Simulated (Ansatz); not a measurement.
Crystal: Si.

```
CELL_PARAMETERS angstrom
0.00000 2.72185 2.72185
2.72185 0.00000 2.72185
2.72185 2.72185 0.00000
ATOMIC_POSITIONS crystal
Si 0.50000 0.50000 0.50000
Si 0.75000 0.75000 0.75000
```

Base run:

```yaml
Program: Ansatz 0.2.0
Functional: HSE06
Potentials_or_basis: all-electron PAW datasets made for the crystal
Cutoff: 200 eV (chosen from the basis error)
k_mesh: 6 × 6 × 6
Occupations: fermi-dirac, width 0.05 eV
Spin: no spin polarisation
```

Its results: band gap on the k mesh 1.30 eV, indirect (least direct gap 3.31 eV); pressure -0.2 GPa.

Task: The run is repeated on the same cell with these changes: functional from HSE06 to PBE0. What comes out?

Result: Band gap on the k mesh 1.95 eV, indirect (least direct gap 3.97 eV); pressure -0.4 GPa.

A k mesh can miss the band edges.
